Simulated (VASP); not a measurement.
# PtSe2 (I4/mcm) in VASP: notebook

The runs below take PtSe2 through single point, relaxation of cell and atoms, with PBE.

All numbers are computed with VASP 6.6.1; they aren't measurements. Logs are shortened: lines on timing, memory, paths and dates and some standing lists are left out, and cuts for length are marked.

## (1) The crystal as given

It takes space group I4/mcm (No. 140, tetragonal). Conventional cell: a = 5.902 Å, b = 5.902 Å, c = 6.713 Å, α = 90.00°, β = 90.00°, γ = 90.00°. Pt (site symmetry 422) has 8 Se at 2.75 Å as nearest neighbours. Se (site symmetry m2m) is surrounded by 4 Pt at 2.75 Å and 5 Se at 2.89 to 3.09 Å.

The cell was built by a generator and needn't be a form met in nature.

## (2) Single point, PBE

INCAR reads:

```
SYSTEM = PtSe2
ALGO = Normal ; EDIFF = 1E-6
ENCUT = 520 ; GGA = PE
ISIF = 2 ; ISMEAR = 0
LASPH = .True. ; LCHARG = .False.
LREAL = .False. ; LWAVE = .False.
NBANDS = 31 ; NELM = 100
PREC = Accurate ; SIGMA = 0.1
```

KPOINTS reads:

```
k-points
0
Gamma
  4 4 4
  0 0 0
```

POSCAR reads:

```
PtSe2
1.0
   -2.9510685722      2.9510685722      3.3567251794
    2.9510685722     -2.9510685722      3.3567251794
    2.9510685722      2.9510685722     -3.3567251794
Pt Se
2 4
Direct
    0.2500000000      0.2500000000      0.0000000000
    0.7500000000      0.7500000000      0.0000000000
    0.6730383846      0.1730383846      0.8460767692
    0.1730383846      0.3269616154      0.5000000000
    0.3269616154      0.8269616154      0.1539232308
    0.8269616154      0.6730383846      0.5000000000
```

Potentials or basis: VASP PAW PBE potentials, release 64 (Pt, Se).

Started as:

```console
$ cat potpaw_PBE.64/Pt/POTCAR potpaw_PBE.64/Se/POTCAR > POTCAR
$ mpirun -np 1 vasp_std > vasp.out
```

OUTCAR:

```text
SYSTEM = PtSe2
   EDIFF = 1E-6
   ENCUT = 520
   GGA = PE
   ISIF = 2
   ISMEAR = 0
   LASPH = .True.
   LREAL = .False.
   NELM = 100
   PREC = Accurate

 ion  position               nearest neighbor table
   1  0.250  0.250  0.000-   3 2.75   5 2.75   4 2.75   6 2.75   4 2.75   6 2.75   5 2.75   3 2.75
                             2 3.36   2 3.36
   2  0.750  0.750  0.000-   3 2.75   5 2.75   4 2.75   6 2.75   6 2.75   4 2.75   3 2.75   5 2.75
                             1 3.36   1 3.36
   3  0.673  0.173  0.846-   1 2.75   2 2.75   1 2.75   2 2.75
   4  0.173  0.327  0.500-   2 2.75   1 2.75   1 2.75   2 2.75
   5  0.327  0.827  0.154-   1 2.75   2 2.75   1 2.75   2 2.75
   6  0.827  0.673  0.500-   1 2.75   2 2.75   2 2.75   1 2.75

  LATTYP: Found a body centered tetragonal cell.
 ALAT       =     5.9021371444
 C/A-ratio  =     1.1374609221

  Lattice vectors:

 A1 = (  -2.9510685722,   2.9510685722,   3.3567251794)
 A2 = (   2.9510685722,  -2.9510685722,   3.3567251794)
 A3 = (   2.9510685722,   2.9510685722,  -3.3567251794)

Analysis of symmetry for initial positions (statically):
=====================================================================
 Subroutine PRICEL returns:
 Original cell was already a primitive cell.

 Routine SETGRP: Setting up the symmetry group for a
 body centered tetragonal supercell.

 Subroutine GETGRP returns: Found 16 space group operations
 (whereof  8 operations were pure point group operations)
 out of a pool of 16 trial point group operations.

The static configuration has the point symmetry C_4h.
 The point group associated with its full space group is D_4h.

Analysis of symmetry for dynamics (positions and initial velocities):
=====================================================================
 Subroutine PRICEL returns:
 Original cell was already a primitive cell.

 Routine SETGRP: Setting up the symmetry group for a
 body centered tetragonal supercell.

 Subroutine GETGRP returns: Found 16 space group operations
 (whereof  8 operations were pure point group operations)
 out of a pool of 16 trial point group operations.

The dynamic configuration has the point symmetry C_4h.
 The point group associated with its full space group is D_4h.

[... 91 lines left out ...]
   LASPH  =      T    aspherical Exc in radial PAW
   ENCUT  =  520.0 eV  38.22 Ry    6.18 a.u.   9.96  9.96  9.96*2*pi/ulx,y,z
   NELM   =    100;   NELMIN=  2; NELMDL= -5     # of ELM steps
   EDIFF  = 0.1E-05   stopping-criterion for ELM
   LREAL  =      F    real-space projection
   EDIFFG = 0.1E-04   stopping-criterion for IOM
   NSW    =      0    number of steps for IOM
   IBRION =     -1    ionic relax: 0-MD 1-quasi-New 2-CG
   NFREE  =      0    steps in history (QN), initial steepest desc. (CG)
   ISIF   =      2    stress and relaxation
   ISYM   =      2    0-nonsym 1-usesym 2-fastsym
   POTIM  = 0.5000    time-step for ionic-motion
   TEBEG  =    0.0;   TEEND  =   0.0 temperature during run
   PSTRESS=    0.0 pullay stress
   NELECT =      44.0000    total number of electrons
   NUPDOWN=      -1.0000    fix difference up-down
   EMIN   =  10.00;   EMAX   =-10.00  energy-range for DOS
   EFERMI =   0.00;   METHOD = LEGACY
   ISMEAR =     0;   SIGMA  =   0.10  broadening in eV -4-tet -1-fermi 0-gaus
   EFERMI_NEDOS =   21; number of points for ismear=-14 and -15
   IALGO  =     38    algorithm
   IMIX   =      4    mixing-type and parameters
     AMIX     =   0.40;   BMIX     =  1.00
     AMIX_MAG =   1.60;   BMIX_MAG =  1.00
  volume/ion in A,a.u.               =      19.49       131.52
  Fermi-wavevector in a.u.,A,eV,Ry     =   1.181901  2.233468 19.005827  1.396889
  Thomas-Fermi vector in A             =   2.318165
   LORBIT       =      0    0 simple, 1 ext, 2 COOP (PROOUT), +10 PAW based schemes
   GGA     = PE    functional components
   LHFCALC =     F    Hartree Fock is set to
   AEXX    =    0.0000 exact exchange contribution
   IVDW    =     0    specifies the selected vdW correction
   LEPSILON=     F    determine dielectric tensor
   LRPA    =     F    only Hartree local field effects (RPA)
 non-spin polarized calculation
 Gauss-broadening in eV      SIGMA  =   0.10
  energy-cutoff  :      520.00
  volume of cell :      116.93
 maximum number of plane-waves:      3176
   NGX = 19   NGY = 19   NGZ = 19

 number of electron      43.9999998 magnetization

 Free energy of the ion-electron system (eV)
  ---------------------------------------------------
  ext. energy  EPLUGINS =         0.00000000
  ---------------------------------------------------
  free energy    TOTEN  =       -24.74911271 eV

  energy without entropy =      -24.72055295  energy(sigma->0) =      -24.73483283

 E-fermi :   6.8454     XC(G=0): -11.0459

 val. band max:        6.8312992430   @ k =  -0.2500   0.2500   0.2500
 cond. band min:       6.8651545360   @ k =   0.0000   0.0000   0.0000
 fundamental gap:      0.0338552930
 Fermi energy:         6.8454016794

 k-point     1 :       0.0000    0.0000    0.0000
  band No.  band energies     occupation
      1      -8.9448      2.00000
      2      -6.2633      2.00000
      3      -6.2633      2.00000
      4      -5.9988      2.00000
      5       0.5144      2.00000
      6       1.1057      2.00000
[... 431 lines left out ...]
     30      12.5253      0.00000
     31      13.3983      0.00000

------------------------ aborting loop because EDIFF is reached ----------------------------------------

  FORCE on cell =-STRESS in cart. coord.  units (eV):
  Direction    XX          YY          ZZ          XY          YZ          ZX
  --------------------------------------------------------------------------------------
  -------------------------------------------------------------------------------------
  Total       -0.1112857     -0.1112857      0.0597976      0.0000000     -0.0000000      0.0000000
  in kB       -1.5248096     -1.5248096      0.8193316      0.0000000     -0.0000000      0.0000000
  external PRESSURE =      -0.7434292 kB  Pullay stress =       0.0000000 kB

 VOLUME and BASIS-vectors are now :
 -----------------------------------------------------------------------------
  energy-cutoff  :      520.00
  volume of cell :      116.93
      direct lattice vectors                 reciprocal lattice vectors
    -2.951068572  2.951068572  3.356725179     0.000000000  0.169430153  0.148954702
     2.951068572 -2.951068572  3.356725179     0.169430153  0.000000000  0.148954702
     2.951068572  2.951068572 -3.356725179     0.169430153  0.169430153  0.000000000

 POSITION                                       TOTAL-FORCE (eV/Angst)
 -----------------------------------------------------------------------------------
      0.00000      0.00000      1.67836         0.000000     -0.000000     -0.000000
      0.00000      0.00000      5.03509         0.000000     -0.000000     -0.000000
      1.02130      3.97236     -0.00000         0.019622      0.019622      0.000000
      1.92977      1.02130      0.00000        -0.019622      0.019622      0.000000
      1.92977     -1.02130      3.35673        -0.019622     -0.019622     -0.000000
      1.02130      1.92977      3.35673         0.019622     -0.019622      0.000000
 -----------------------------------------------------------------------------------
    total drift:                               -0.000000     -0.000000      0.000000

  FREE ENERGIE OF THE ION-ELECTRON SYSTEM (eV)
  ---------------------------------------------------
  free  energy   TOTEN  =       -24.7491127115 eV

  energy  without entropy=      -24.7205529543  energy(sigma->0) =      -24.73483283
```

OSZICAR:

```text
N       E                     dE             d eps       ncg     rms          rms(c)
DAV:   1     0.235964894967E+03    0.23596E+03   -0.20082E+04   806   0.127E+03
DAV:   2    -0.105013884866E+02   -0.24647E+03   -0.23430E+03   959   0.239E+02
DAV:   3    -0.251616621549E+02   -0.14660E+02   -0.14111E+02   990   0.551E+01
DAV:   4    -0.253744253037E+02   -0.21276E+00   -0.21250E+00   904   0.724E+00
DAV:   5    -0.253773054446E+02   -0.28801E-02   -0.28799E-02   975   0.807E-01    0.149E+01
DAV:   6    -0.250565542035E+02    0.32075E+00   -0.43274E+00   870   0.142E+01    0.106E+01
DAV:   7    -0.247656350941E+02    0.29092E+00   -0.87250E-01   856   0.759E+00    0.568E+00
DAV:   8    -0.247552993590E+02    0.10336E-01   -0.13874E-01   869   0.167E+00    0.875E-01
DAV:   9    -0.247496801380E+02    0.56192E-02   -0.84170E-03   919   0.691E-01    0.391E-01
DAV:  10    -0.247490987620E+02    0.58138E-03   -0.42977E-03   932   0.294E-01    0.565E-02
DAV:  11    -0.247491097616E+02   -0.11000E-04   -0.13574E-04   905   0.629E-02    0.347E-02
DAV:  12    -0.247491152527E+02   -0.54911E-05   -0.68531E-06   932   0.141E-02    0.219E-02
DAV:  13    -0.247491127371E+02    0.25156E-05   -0.67694E-06   855   0.143E-02    0.263E-03
DAV:  14    -0.247491127115E+02    0.25634E-07   -0.63749E-07   529   0.470E-03
   1 F= -.24749113E+02 E0= -.24734833E+02  d E =-.285598E-01
```

stdout:

```text
POSCAR found type information on POSCAR PtSe
 POSCAR found :  2 types and       6 ions
 scaLAPACK will be used
 LDA part: xc-table for (Slater+PW92), standard interpolation
 POSCAR, INCAR and KPOINTS ok, starting setup
 FFT: planning ... GRIDC
 FFT: planning ... GRID_SOFT
 FFT: planning ... GRID
 WAVECAR not read
 entering main loop
```

Wall time 49 s (1 thread of Intel Xeon Platinum 8375C at 2.90GHz (Ice Lake), shared host); peak memory 0.25 GiB.

Results:

```
Free energy            : -24.7491 eV
Pressure               : -0.1 GPa
Largest force          : 0.028 eV/Å
Band gap on the k mesh : none (metal or under the smearing width)
```

Forces on the atoms (eV/Å):
```
Pt   0.000  0.000  0.000
Pt   0.000  0.000  0.000
Se   0.020  0.020  0.000
Se  -0.020  0.020  0.000
Se  -0.020 -0.020  0.000
Se   0.020 -0.020  0.000
```

Stress tensor (GPa, compression positive):
```
-0.15  0.00  0.00
 0.00 -0.15  0.00
 0.00  0.00  0.08
```

Caveat: the k mesh is coarse (spacing up to 0.38 Å⁻¹), so the values aren't converged.

(Part 1 of 2 ends here.)
